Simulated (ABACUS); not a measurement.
Runs of ABACUS 3.10.1 on Pt. Symmetry: Fm-3m, No. 225, cubic system. The conventional cell has a = 3.922 Å, b = 3.922 Å, c = 3.922 Å, α = 90.00°, β = 90.00°, γ = 90.00°. Pt (site symmetry m-3m) is surrounded by 12 Pt at 2.77 Å. 

```tsv
task	level	potentials or basis	cell	k mesh	cutoff (eV)	SCF threshold on the density	eigensolver	symmetry key	orbital files	path	gap on the mesh (eV)	pressure (GPa)
single point	LDA	GBRV ultrasoft 1.5 LDA, plane waves	as given	10 × 10 × 10	544	1e-08	dav	1	-	-	none	(a)
relaxation of cell and atoms	TM	SG15 ONCV 1.2 PBE, plane waves	relaxed	8 × 8 × 8	1320	1e-08	dav	1	-	-	none	0.0
single point	TM	SG15 ONCV 1.2 PBE, plane waves	as given	8 × 8 × 8	1320	1e-08	dav	1	-	-	none	-0.6
single point	PBEsol	SG15 ONCV 1.2 PBE, DZP LCAO (the cutoffs set its grid)	as given	11 × 11 × 11	1361	1e-07	genelpa	1	Pt Pt_confined-atom_7au_3s2p2d1f.orb	-	none	1.7
```

Alike in all rows: no spin polarisation; smearing fermi-dirac 0.05 eV.

Estimate the missing entries.

(a) -7.4.

Caveats: the potentials were made for another functional, which shifts forces and pressure (some runs); the atomic orbitals were generated for these runs and aren't a published set (some runs); the basis of atomic orbitals isn't converged, which shifts pressures, moduli and gaps (some runs).

A k mesh can miss the band edges, and the runs leave out spin-orbit coupling on Pt.

A gap of «none» marks a metal or a gap under the smearing width.

The runs don't all hold the same shells in valence.
